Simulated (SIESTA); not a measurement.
**PbS under changes of volume**

One of the cells (27.435 Å³/atom); the others are scaled copies at fixed shape and fractional positions:

```
Pb S
1.0
     4.08970    0.00000    0.00000
    -2.04485    3.54178    0.00000
     0.00000    0.00000    3.78817
Pb S
1 1
Direct
  0.00000 0.00000 0.00000
  0.66667 0.33333 0.50000
```

Measurements of this composition are mostly on another form, of space group No. 225.

```yaml
Program: SIESTA 5.4.2
Functional: PBEsol
Potentials_or_basis: PseudoDojo 0.4 standard (PBEsol files)
Basis: DZP (energy shift 0.003 Ry; two zetas on semicore shells)
Grid_cutoff: 500 Ry
Energy_shift: 0.003 Ry
k_mesh: 8 × 8 × 7
Occupations: fermi-dirac, width 0.05 eV
Spin: no spin polarisation
```

```csv
volume (Å³/atom),energy over the lowest point (meV/atom),pressure (GPa)
25.789,2.10,1.3
26.338,0.00,0.0
26.887,1.95,-1.1
27.435,7.27,-2.1
27.984,15.73,-3.0
28.533,?,?
29.082,41.26,-4.5
```

Task: What does the run at 28.533 Å³/atom give?

Result: Energy over the lowest point 27.18 meV/atom; pressure -3.8 GPa.

Worked out: A Birch-Murnaghan fit of order 3 (a polynomial in V^(-2/3)) to the other rows has its minimum at 26.34 Å³/atom with B0 = V·E''(V) = 54 GPa and B' = 3.6 at fixed shape and positions, which overstates the stiffness. It gives 27.20 meV/atom at 28.533 Å³/atom, against the run's 27.18, and -dE/dV = -3.7 GPa, against -3.8.

Energies are extrapolated to zero smearing.

Caveats: the basis of atomic orbitals isn't converged, which shifts pressures, moduli and gaps.
